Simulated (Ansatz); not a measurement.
RbCl, space group Fm-3m: an equation of state with a fit, run with the Python package of Ansatz (0.2.0).

Script `eos.py`:
```python
'''Equation of state of RbCl.'''

from dataclasses import dataclass
import warnings

import ansatz
import numpy as np
from pymatgen.analysis.eos import EOS


@dataclass(frozen=True)
class Options:
    cutoff_ev: int = 530
    xc: str = 'r2SCAN'
    occupations: str = 'fixed'
    kmesh: tuple[int, ...] = (5, 5, 5)


cfg = Options()

VECTORS = np.array([
    [0.0, 3.274, 3.274],
    [3.274, 0.0, 3.274],
    [3.274, 3.274, 0.0],
])
SITES = [
    ('Rb', [0.0, 0.0, 0.0]),
    ('Cl', [0.5, 0.5, 0.5]),
]


def make_crystal(cell):
    crystal = ansatz.Crystal(lattice=ansatz.Lattice.of(cell))
    for symbol, position in SITES:
        crystal = crystal.atom(symbol, position)
    return crystal


def main() -> None:
    warnings.simplefilter('ignore', ansatz.DeckWarning)

    # uniform scaling of the cell
    volumes, energies = [], []
    for scale in np.linspace(0.92, 1.08, 7):
        cell = VECTORS * scale ** (1 / 3)
        calc = (
            make_crystal(cell).calculation()
            .basis(cfg.cutoff_ev)
            .functional(cfg.xc)
            .occupations(cfg.occupations)
            .pseudopotentials('paw')
            .kpoints(*cfg.kmesh)
        )
        rep = calc.run(threads=1, backend='cpu').report
        volumes.append(abs(np.linalg.det(cell)) / len(SITES))
        energies.append(rep['free_energy_ev'] / len(SITES))
        print(f'V = {volumes[-1]:8.4f} A^3/atom  F = {energies[-1]:.5f} eV/atom')

    for form in ['murnaghan', 'pourier_tarantola']:
        fit = EOS(eos_name=form).fit(volumes, energies)
        print(f'{form:18s} V0 {fit.v0:8.4f} A^3/atom  B0 {fit.b0_GPa:7.1f} GPa  B1 {fit.b1:5.2f}')


if __name__ == '__main__':
    main()
```

From its runs, with one value withheld:

| V (Å³/atom) | F less the lowest row shown (meV/atom) |
| --- | --- |
| 32.287 | 27.43 |
| 33.223 | 14.92 |
| 34.158 | 6.56 |
| 35.094 | 1.76 |
| 36.030 | 0.00 |
| 36.966 | 0.82 |
| 37.902 | ? |

What is the missing energy at 37.902 Å³ an atom?

A third-order Birch-Murnaghan fit, E = E0 + (9 V0 B0 / 16) [(t - 1)³ B' + (t - 1)² (6 - 4t)] with t = (V0/V)^(2/3), through the 6 rows shown gives V0 = 36.178 Å³, B0 = 16.7 GPa, B' = 5.08 and E0 = -0.03 meV. At V = 37.902 Å³, t = 0.96944, and the fit extrapolates to 3.86 meV. The run gave 3.87 meV, a miss of 0.01 meV.

The structure is a deposited one; some such entries were measured under pressure or heat, so a shift against it needn't be the functional's error alone. The whole script took 13 s on 1 thread of Arm Neoverse V2 (shared host), peak memory 0.56 GiB.
